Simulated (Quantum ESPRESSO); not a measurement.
Crystal: Cu.

```
Cu
1.0
     0.00000    1.80750    1.80750
     1.80750    0.00000    1.80750
     1.80750    1.80750    0.00000
Cu
1
Direct
  0.00000 0.00000 0.00000
```

Base run:

- Program: Quantum ESPRESSO 7.5
- Functional: PBE
- Potentials or basis: SSSP 1.3 efficiency PBE
- Cutoff: 748 eV
- Density cutoff: 5987 eV
- k mesh: 13 × 13 × 13
- Occupations: fermi-dirac, width 0.05 eV
- Spin: no spin polarisation

Its results: band gap on the k mesh none (metal or under the smearing width); pressure 1.2 GPa.

Problem. The run is repeated on the same cell with these changes: potentials or basis from SSSP 1.3 efficiency PBE to JTH 2.0 PBE; cutoff from 748 eV to 735 eV; density cutoff from 5987 eV to 4408 eV; valence electrons from 11 to 19. What comes out?

Solution. Band gap on the k mesh none (metal or under the smearing width); pressure 4.8 GPa.
